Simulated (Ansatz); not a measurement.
# TaN: further runs on the relaxed cell

One table from this session's results is given with a row withheld; the runs are named, their logs left out.

Computed with Ansatz 0.2.0 (DFT PBEsol, scalar-relativistic, plane waves, PAW, unless a step's input says otherwise).

1 further run of the same task is left out (set aside as unsound or not needed).

## The system as given

It takes space group P-6m2 (No. 187, hexagonal). Conventional cell: a = 2.924 Å, b = 2.924 Å, c = 2.871 Å, α = 90.00°, β = 90.00°, γ = 120.00°. Ta (site symmetry -6m2) is surrounded by 6 N at 2.22 Å. N (site symmetry -6m2) is surrounded by 6 Ta at 2.22 Å.

Structure file:

```cif
data_structure
_symmetry_space_group_name_H-M 'P-6m2'
_symmetry_Int_Tables_number 187
_cell_length_a 2.9240
_cell_length_b 2.9240
_cell_length_c 2.8707
_cell_angle_alpha 90.000
_cell_angle_beta 90.000
_cell_angle_gamma 120.000
_cell_volume 21.26
loop_
_atom_site_label
_atom_site_type_symbol
_atom_site_symmetry_multiplicity
_atom_site_Wyckoff_symbol
_atom_site_fract_x
_atom_site_fract_y
_atom_site_fract_z
_atom_site_occupancy
Ta1 Ta 1 d 0.33333 0.66667 0.50000 1
N1 N 1 a 0.00000 0.00000 0.00000 1
```

This cell was relaxed beforehand with the same method: volume 10.63 Å³/atom, gap on the mesh none (metal).

The first run:

File input.yaml:

```yaml
crystal:
  lattice:
    - [2.8944517826, 0.0, 0.0]
    - [-1.4472258913, 2.5066687737, 0.0]
    - [0.0, 0.0, 2.8417284104]
  atoms:
    - { symbol: Ta, position: [0.3333333333, 0.6666666667, 0.5] }
    - { symbol: "N", position: [0.0, 0.0, 0.0] }
basis:
  ecutwfc: 420
kpoints:
  mp_grid: { grid: [18, 18, 14] }
hamiltonian:
  xc: pbesol
scf:
  occupations: { method: gaussian, width: 0.1 }
output:
  forces: true
  stress: true
  eigenvalues: true
  write_density: true
  write_potential: true
  elf: true
  volumetric_format: npy
relax:
  adjacent_minimum: "off"
  f_tol: 0.01
  max_steps: 30
  cell: { stress_tol: 0.1, fix: [volume] }
```

Run with:

```bash
$ ansatz run input.yaml --threads 1 --pin off --max-ram 2560MiB --backend cpu --events-out ev --progress --plain --runs-dir out
```

Steps of the session up to this table: Point at V/V0 = 0.97; The cell scaled to 1.03 of its volume; The cell scaled to 0.94 of its volume; Point at V/V0 = 1.06; The cell scaled to 0.91 of its volume; Volume × 1.10; Point at V/V0 = 0.88.

One table of the session follows, with a row left open; its other results are not shown here.

It belongs to the step «Energy against volume». 

```
volume (Å³/atom)  energy above the lowest point (meV/atom)  pressure (GPa)
           9.352                                     216.5           60.80
           9.671                                         ?               ?
           9.990                                      48.2           25.59
          10.309                                      11.4           11.78
          10.628                                       0.0            0.00
          10.947                                      10.3          -10.04
          11.265                                      39.0          -18.58
          11.691                                     101.3          -28.03
```

Q: Estimate the row for volume (Å³/atom) = 9.671 from the others.

Worked estimate for «energy above the lowest point (meV/atom)». A straight line through the neighbours (9.352, 216.5) and (9.990, 48.2) gives 216.5 + (48.2 − 216.5) × (9.671 − 9.352) / (9.990 − 9.352) = 132.4; a parabola fitted to 3 rows on both sides gives 116.6.

The run gave: energy above the lowest point (meV/atom): 114.9; pressure (GPa): 41.80. In «energy above the lowest point (meV/atom)» the line misses by +17.5 and the parabola by +1.7.
